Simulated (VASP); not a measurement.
# Zr7O16 (a cell with a defect) (Cubic zirconia): electric field gradients with PBE+U

The system is Zr7O16 (a cell with a defect) (Cubic zirconia).

```xyz
23
Lattice="0.0000 5.0700 5.0700 5.0700 0.0000 5.0700 5.0700 5.0700 0.0000" Properties=species:S:1:pos:R:3 pbc="T T T"
Zr    2.5350    2.5350    0.0000
Zr    2.5350    0.0000    2.5350
Zr    5.0700    2.5350    2.5350
Zr    0.0000    2.5350    2.5350
Zr    2.5350    5.0700    2.5350
Zr    2.5350    2.5350    5.0700
Zr    5.0700    5.0700    5.0700
O     1.2675    1.2675    1.2675
O     3.8025    3.8025    1.2675
O     3.8025    1.2675    3.8025
O     6.3375    3.8025    3.8025
O     1.2675    3.8025    3.8025
O     3.8025    6.3375    3.8025
O     3.8025    3.8025    6.3375
O     6.3375    6.3375    6.3375
O     3.8025    3.8025    3.8025
O     6.3375    6.3375    3.8025
O     6.3375    3.8025    6.3375
O     8.8725    6.3375    6.3375
O     3.8025    6.3375    6.3375
O     6.3375    8.8725    6.3375
O     6.3375    6.3375    8.8725
O     8.8725    8.8725    8.8725
```

```
Program                : VASP 6.6.1
Task                   : electric field gradients
Functional             : PBE
Potentials or basis    : VASP PAW PBE potentials, release 64 (Zr_sv, O)
Cutoff                 : 520 eV
k mesh                 : 3 × 3 × 3
Occupations            : fermi-dirac, width 0.01 eV
Spin                   : collinear spin, typed start
Starting moments       : [0.0, 0.0, 0.0, 0.0, 0.0, 0.0, 0.0, 0.5, 0.5, 0.5, 0.0, 0.5, 0.0, 0.0, 0.0, 0.0, 0.0, 0.0, 0.5, 0.0, 0.5, 0.5, 0.5] μB
Hubbard terms          : Zr d U = 6.0 eV
Dipole correction      : no
Charge                 : -2
Further INCAR settings : LREAL = Auto; ALGO = Normal; EDIFF = 1e-08; NBANDS = 111; NELECT = 182.0
```

* Largest force: 1.214 eV/Å
* Band gap on the k mesh: none (metal or under the smearing width)
* Net moment: 1.93 μB per cell
* Site moments: Zr -0.01, +0.00; O +0.19, +0.02 μB
* Valence electrons inside the program's atomic spheres: Zr 9.40; O 5.06, 5.17

Forces in eV/Å, atoms in the order of the input:
```
Zr   0.000  0.000  0.000
Zr   0.000  0.000  0.000
Zr   0.000  0.000  0.000
Zr   0.000  0.000  0.000
Zr   0.000  0.000  0.000
Zr   0.000  0.000  0.000
Zr   0.000  0.000  0.000
O    0.701  0.701  0.701
O   -0.701 -0.701  0.701
O   -0.701  0.701 -0.701
O   -0.342  0.342  0.342
O    0.701 -0.701 -0.701
O    0.342 -0.342  0.342
O    0.342  0.342 -0.342
O   -0.342 -0.342 -0.342
O    0.342  0.342  0.342
O   -0.342 -0.342  0.342
O   -0.342  0.342 -0.342
O   -0.701  0.701  0.701
O    0.342 -0.342 -0.342
O    0.701 -0.701  0.701
O    0.701  0.701 -0.701
O   -0.701 -0.701 -0.701
```

Levels at points of the mesh, in eV from the Fermi level:
Spin up:
```
           k point  band 89  band 90  band 91  band 92  band 93  band 94  band 95  band 96
(0.00, 0.00, 0.00)    -0.70    -0.31    -0.31     0.06     3.97     3.97     4.16     4.29
```
Spin down:
| k point | band 88 | band 89 | band 90 | band 91 | band 92 | band 93 |
| --- | --- | --- | --- | --- | --- | --- |
| (0.00, 0.00, 0.00) | -0.36 | -0.36 | -0.14 | -0.14 | 0.56 | 3.97 |

Electric field gradients, principal values (V/Å²):
```
atom      Vxx      Vyy     Vzz
1 Zr   -0.737  -25.829  26.566
2 Zr   -0.737  -25.829  26.566
3 Zr   -0.737  -25.829  26.566
4 Zr   -0.737  -25.829  26.566
5 Zr   -0.737  -25.829  26.566
6 Zr   -0.737  -25.829  26.566
7 Zr    0.000    0.000   0.000
 8 O  -16.725  -16.725  33.450
 9 O  -16.718  -16.725  33.443
10 O  -16.718  -16.725  33.443
11 O   -1.824   -1.831   3.656
12 O  -16.718  -16.725  33.443
13 O   -1.824   -1.831   3.656
14 O   -1.824   -1.831   3.656
15 O   -1.831   -1.831   3.663
16 O   -1.831   -1.831   3.663
17 O   -1.824   -1.831   3.656
18 O   -1.824   -1.831   3.656
19 O  -16.718  -16.725  33.443
20 O   -1.824   -1.831   3.656
21 O  -16.718  -16.725  33.443
22 O  -16.718  -16.725  33.443
23 O  -16.725  -16.725  33.450
```

Eigenvalues of the final occupation matrices:
```
    site  spin  trace               eigenvalues
site 1 d     1   0.57  0.05 0.05 0.15 0.16 0.17
site 1 d     2   0.59  0.05 0.06 0.15 0.16 0.17
site 2 d     1   0.57  0.05 0.05 0.15 0.16 0.17
site 2 d     2   0.59  0.05 0.06 0.15 0.16 0.17
site 3 d     1   0.57  0.05 0.05 0.15 0.16 0.17
site 3 d     2   0.59  0.05 0.06 0.15 0.16 0.17
site 4 d     1   0.57  0.05 0.05 0.15 0.16 0.17
site 4 d     2   0.59  0.05 0.06 0.15 0.16 0.17
site 5 d     1   0.57  0.05 0.05 0.15 0.16 0.17
site 5 d     2   0.59  0.05 0.06 0.15 0.16 0.17
site 6 d     1   0.57  0.05 0.05 0.15 0.16 0.17
site 6 d     2   0.59  0.05 0.06 0.15 0.16 0.17
```

Wall time 6.9 min on 1 thread of Intel(R) Xeon(R) 6975P-C (Granite Rapids), on a shared host, peak memory 0.59 GiB.

Caveat: the cell carries a net charge on a neutralising background, which shifts energy and pressure; the cell is charged against a uniform background, so pressure and absolute levels hang on convention. The state reached can hang on the start; a lower one may exist.
